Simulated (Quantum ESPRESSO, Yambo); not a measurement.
# A GW chain in Yambo: WS2 (2H monolayer), part 2 of 3

Wanted: ground state, empty states, screening and self-energy for WS2 (2H monolayer).

Quantum ESPRESSO 7.5 and Yambo 5.3.0; PBE and many-body steps on it, plane waves. Known limits of the many-body steps: not at the basis limit.

So far. Step 2 (Ground state): The gap is direct, at (0.333, 0.333, 0.000). Step 3 (Bands along the symmetry lines): The gap is 1.555 eV, as in the run before at this level.

## Step 4: Empty states on the mesh, 6×6×1 mesh, 248 bands

Level of this step: DFT, PBE with spin-orbit coupling, plane waves, norm-conserving pseudopotentials (Quantum ESPRESSO).

The sums over transitions need many empty states on a uniform mesh; this step solves for them.

Input file pw.in:

```
&control
  calculation = 'nscf'
  prefix = 'x'
  outdir = 'o'
  pseudo_dir = 'pseudo'
/
&system
  ibrav = 0
  nat = 3
  ntyp = 2
  ecutwfc = 62.0
  nbnd = 248
  force_symmorphic = .true.
  noncolin = .true.
  lspinorb = .true.
/
&electrons
  conv_thr = 1e-9
  electron_maxstep = 80
  diago_full_acc = .true.
  diago_thr_init = 5e-6
/
ATOMIC_SPECIES
  W 183.84 W.upf
  S 32.06 S.upf
CELL_PARAMETERS angstrom
  3.1869316516 0.0000000001 0.0000000000
  -1.5934658259 2.7599637703 0.0000000000
  0.0000000000 0.0000000000 16.0000000000
ATOMIC_POSITIONS crystal
  W 0.3333333333 0.6666666667 0.5000000000
  S 0.6666666667 0.3333333333 0.5982131499
  S 0.6666666667 0.3333333333 0.4017868501
K_POINTS automatic
  6 6 1 0 0 0
```

Run with:

```bash
> OMP_NUM_THREADS=1 mpirun -n 4 pw.x -nk 4 -in pw.in > pw.out
```

The program printed:

```text
[banner, memory and clock lines left out]
Program PWSCF v.7.5 starts

     Atomic positions and unit cell read from directory:
     o/x.save/

     Message from routine setup:
     using ibrav=0 with symmetry is DISCOURAGED, use correct ibrav instead

     G-vector sticks info

     bravais-lattice index     =            0
     lattice parameter (alat)  =       6.0224  a.u.
     unit-cell volume          =     949.7137 (a.u.)^3
     number of atoms/cell      =            3
     number of atomic types    =            2
     number of electrons       =        26.00
     number of Kohn-Sham states=          248
     kinetic-energy cutoff     =      62.0000  Ry
     charge density cutoff     =     248.0000  Ry
     Exchange-correlation= PBE
                           (   1   4   3   4   0   0   0)
     Non magnetic calculation with spin-orbit

     celldm(1)=   6.022428  celldm(2)=   0.000000  celldm(3)=   0.000000
     celldm(4)=   0.000000  celldm(5)=   0.000000  celldm(6)=   0.000000

     crystal axes: (cart. coord. in units of alat)
               a(1) = (   1.000000   0.000000   0.000000 )
               a(2) = (  -0.500000   0.866025   0.000000 )
               a(3) = (   0.000000   0.000000   5.020503 )

     reciprocal axes: (cart. coord. in units 2 pi/alat)
               b(1) = (  1.000000  0.577350 -0.000000 )
               b(2) = ( -0.000000  1.154701  0.000000 )
               b(3) = (  0.000000 -0.000000  0.199183 )
     Pseudo is Norm-conserving + core correction, Zval = 14.0
     Generated using ONCVPSP code by D. R. Hamann
     Using radial grid of 1396 points, 14 beta functions with:
     Pseudo is Norm-conserving + core correction, Zval =  6.0
     Generated using ONCVPSP code by D. R. Hamann
     Using radial grid of 1146 points, 10 beta functions with:
     W                14.00   183.84000     W ( 1.00)
     S                 6.00    32.06000     S ( 1.00)

     12 Sym. Ops. (no inversion) found

   Cartesian axes

     site n.     atom                  positions (alat units)
         1        W      tau(   1) = (  -0.0000000   0.5773503   2.5102515  )
         2        S      tau(   2) = (   0.5000000   0.2886751   3.0033309  )
         3        S      tau(   3) = (   0.5000000   0.2886751   2.0171721  )

     number of k points=     7
                       cart. coord. in units 2pi/alat
        k(    1) = (   0.0000000   0.0000000   0.0000000), wk =   0.0277778
        k(    2) = (  -0.0000000   0.1924501   0.0000000), wk =   0.1666667
        k(    3) = (  -0.0000000   0.3849002   0.0000000), wk =   0.1666667
        k(    4) = (   0.0000000  -0.5773503   0.0000000), wk =   0.0833333
        k(    5) = (   0.1666667   0.2886751   0.0000000), wk =   0.1666667
        k(    6) = (   0.1666667   0.4811252   0.0000000), wk =   0.3333333
        k(    7) = (   0.3333333   0.5773503   0.0000000), wk =   0.0555556

     Dense  grid:    62407 G-vectors     FFT dimensions: (  32,  32, 160)

     The potential is recalculated from file :
     o/x.save/charge-density

     Starting wfcs are   36 randomized atomic wfcs +  212 random wfcs

     Band Structure Calculation

     End of band structure calculation

          k = 0.0000 0.0000 0.0000 (  7833 PWs)   bands (ev):

   -73.1780 -73.1780 -44.5551 -44.5551 -34.8289 -34.8289 -34.6842 -34.6842
   -14.0780 -14.0780 -12.4561 -12.4561  -5.6679  -5.6679  -2.3315  -2.3315
    -2.0689  -2.0689  -1.4557  -1.4557  -1.0749  -1.0749  -0.8588  -0.8588
[...]
[... 19 further rows ...]
[...]
k =-0.0000 0.1925 0.0000 (  7875 PWs)   bands (ev):

[...]
[... 19 further rows ...]
[...]
k =-0.0000 0.3849 0.0000 (  7849 PWs)   bands (ev):

[...]
[... 19 further rows ...]
    46.7517  46.7517  47.0929  47.0929  47.1905  47.1905  47.9298  47.9298
    47.9575  47.9575  47.9776  47.9776  48.2821  48.2821  48.2908  48.2908

          k = 0.0000-0.5774 0.0000 (  7782 PWs)   bands (ev):

     [... further k-points ...]

     highest occupied, lowest unoccupied level (ev):     0.8718    2.4273

     XML data file, pseudopotentials, collected wavefunctions
```

It took 89 s on 4 MPI ranks of Intel Xeon 6975P-C (Granite Rapids), shared host; peak memory 1.6 GiB.

This step gave:

- gap: 1.555 eV
- k of the valence top: 0.3333, 0.3333, 0
- k of the conduction bottom: 0.3333, 0.3333, 0
- least direct gap: 1.555 eV
- k points computed: 7
- lowest point of the top converged band, above the valence top: 47.42 eV

On this mesh the gap is 1.555 eV.

## Step 5: Conversion and set-up

This step: Yambo 5.3.0; conversion and set-up on PBE with spin-orbit coupling, plane waves, norm-conserving pseudopotentials.

The states are converted to the many-body program's format and the q mesh is built.

Run with:

```bash
> (cd o/x.save; p2y > p2y.log; mv SAVE ../..); yambo > setup.log
```

The program printed:

```text
 Yambo, version 5.3.0

 [02] CORE Variables Setup
 =========================

  [02.01] Unit cells
  ==================

  Cell kind             :  HCP
  Atoms in the cell     :  W  S
  number of W  atoms    :  1
  number of S  atoms    :  2

  List of atomic masses
  Mass of W     :  183.8400
  Mass of S     :  32.06000

  List of atomic coordinates    : [cc]
  W1       : -0.42710E-09   3.4771       15.118      order 1
  S1       :   3.01121   1.73853  18.08734  order 2
  S2       :   3.01121   1.73853  12.14827  order 3

  Alat factors          :   6.02243   5.21558  30.23562 [a.u.]
  Direct lattice volume :  949.7137 [a.u.]
  Direct lattice vectors:  A[ 1 ]  A[ 2 ]  A[ 3 ]
   A[ 1 ]:   1.0000      0.36232E-10   0.0000      [iru]
    6.0224      0.18897E-09   0.0000      [cc]
   A[ 2 ]: -0.500000  1.000000  0.000000  [iru]
  -3.011214  5.215576  0.000000  [cc]
   A[ 3 ]:  0.000000  0.000000  1.000000  [iru]
    0.00000   0.00000  30.23562  [cc]

  Recip. lattice volume :  0.261184 [a.u.]
  Recip. lattice vectors:  B[ 1 ]  B[ 2 ]  B[ 3 ]
   B[ 1 ]:  1.000000  0.500000  0.000000  [iku]
   1.043298  0.602348 -0.000000  [cc]
   B[ 2 ]: -0.36232E-10   1.0000       0.0000      [iku]
  -0.37801E-10   1.2047       0.0000      [cc]
   B[ 3 ]:  0.000000  0.000000  1.000000  [iku]
   0.000000 -0.000000  0.207807  [cc]

  [02.02] Symmetries
  ==================

  Inversion symmetry    : yes
  Spatial inversion     : no
  Inversion index       :  13
  K-space Time-reversal : yes
  Magnetic symmetries   : no
  Time-reversal derived K-space symmetries:  13  24
  Group table correct   : yes
  Symmetries units      :  [cc]

   [S  1]:   1.0000      0.71377E-29   0.0000      0.15107E-16   1.0000       0.0000       0.0000       0.0000       1.0000
   [S  2]:  -1.0000     -0.62756E-10   0.0000     -0.72465E-10   1.0000       0.0000       0.0000       0.0000      -1.0000
   [S  3]: -0.500000  0.866025  0.000000 -0.866025 -0.500000  0.000000  0.000000  0.000000  1.000000
[...]
[S  9]: -0.500000 -0.866025  0.000000  0.866025 -0.500000  0.000000  0.000000  0.000000 -1.000000
   [S 10]: -0.500000  0.866025  0.000000 -0.866025 -0.500000  0.000000  0.000000  0.000000 -1.000000
     [... 12 further rows ...]
   [S*23]: -0.500000 -0.866025 -0.000000 -0.866025  0.500000 -0.000000 -0.000000 -0.000000 -1.000000
   [S*24]: -0.500000  0.866025 -0.000000  0.866025  0.500000 -0.000000 -0.000000 -0.000000 -1.000000

  [02.03] Reciprocal space
  ========================

  nG shells         :  3087
  nG charge         :   62407
  nG WFs            :   9967
  nC WFs            :   7875
  G-vecs. in first 80 shells:  [ Number ]
    1   3   5   7   9  11  17  29  31
    43   55   57   69   81   83   95   97  109
   121  123  129  141  153  165  177  189  191
[...]
767   779   791   803   815   839   851   863
  ...
  Shell energy in first 80 shells:  [ mHa ]
[...]
K/Q-points units:
  rlu = crystal or reduced units; cc = cartesian coordinates; iku = interal k-units

  K [1]          [rlu]:  0.000000  0.000000  0.000000
         WF components:   7833
  K [2]          [rlu]: -0.72566E-27  0.16667       0.0000
         WF components:   7875
  K [3]          [rlu]: -0.14513E-26  0.33333       0.0000
         WF components:   7849
  K [4]          [rlu]:  0.36846E-26 -0.50000       0.0000
         WF components:   7782
  K [5]          [rlu]:  0.166667  0.166667  0.000000
         WF components:   7857
  K [6]          [rlu]:  0.166667  0.333333  0.000000
         WF components:   7798
  K [7]          [rlu]:  0.333333  0.333333  0.000000
         WF components:   7764

  [02.05] Energies & Occupations
  ==============================

  [X] === General ===
  [X] Electronic Temperature                        :  0.000000  0.000000 [eV K]
  [X] Bosonic    Temperature                        :  0.000000  0.000000 [eV K]
  [X] Finite Temperature mode                       : no
  [X] El. density                                   :  0.18475E+24 [cm-3]
  [X] Fermi Level                                   :  0.871831 [eV]

  [X] === Gaps and Widths ===
  [X] Conduction Band Min                           :  1.555490 [eV]
  [X] Valence Band Max                              :  0.000000 [eV]
  [X] Filled Bands                                  :  26
  [X] Empty Bands                                   :   27  248
  [X] Direct Gap                                    :  1.555490 [eV]
  [X] Direct Gap localized at k                     :   7
  [X] Indirect Gap                                  :  1.555490 [eV]
  [X] Indirect Gap between kpts                     :   7   7
  [X] Last valence band width                       :  1.364380 [eV]
  [X] 1st conduction band width                     :  1.016000 [eV]

  E @ K [1]:  [eV]
  -74.04981 -74.04981 -45.42689 -45.42689 -35.70073 -35.70073 -35.55606 -35.55606
[...]
occ @ K [1]
[...]
E @ K [2]:  [eV]
[...]
occ @ K [2]
[...]
E @ K [3]:  [eV]
[...]
occ @ K [3]
[...]
E @ K [4]:  [eV]
[...]
occ @ K [4]
[...]
E @ K [5]:  [eV]
[...]
occ @ K [5]
[...]
E @ K [6]:  [eV]
[...]
occ @ K [6]
[...]
E @ K [7]:  [eV]
[...]
occ @ K [7]
[...]
0.000000  0.000000  0.000000  0.000000  0.000000  0.000000  0.000000  0.000000
   0.000000  0.000000  0.000000  0.000000  0.000000  0.000000  0.000000  0.000000

 [03] Transferred momenta grid and indexing
 ==========================================

 IBZ Q-points                                      :   7
 BZ  Q-points                                      :   36

 K/Q-points units:
 rlu = crystal or reduced units; cc = cartesian coordinates; iku = interal k-units

 Q [1]          [rlu]:  0.000000  0.000000  0.000000
 Q [2]          [rlu]:  0.29073E-17  0.16667       0.0000
 Q [3]          [rlu]:  0.58146E-17  0.33333       0.0000
 Q [4]          [rlu]: -0.87219E-17 -0.50000       0.0000
 Q [5]          [rlu]:  0.166667  0.166667  0.000000
 Q [6]          [rlu]:  0.166667  0.333333  0.000000
 Q [7]          [rlu]:  0.333333  0.333333  0.000000

  [03.01] X indexes
  =================

   [03.01.01] Sigma indexes
   ========================

 [06] Game Over & Game summary
```

It took 4 s on 1 MPI rank; peak memory 0.25 GiB.

(Part 2 of 3 ends here.)

[Paths, hosts, dates, memory and timing lines, banners, echoed tables and standing remarks are left out of the program output.]

[Logs are printed without paths, hosts, clocks, repeated set-up lines and the standing remarks that a program may print on its own settings, such as how far it seeks lower states.]

[Runs of the session that timed out or met a known fault of the program may be left out.]

[Hosts, paths, dates, database ids (printed as entryN), source tags and the programs' standing remarks are cut or masked in the printed files.]
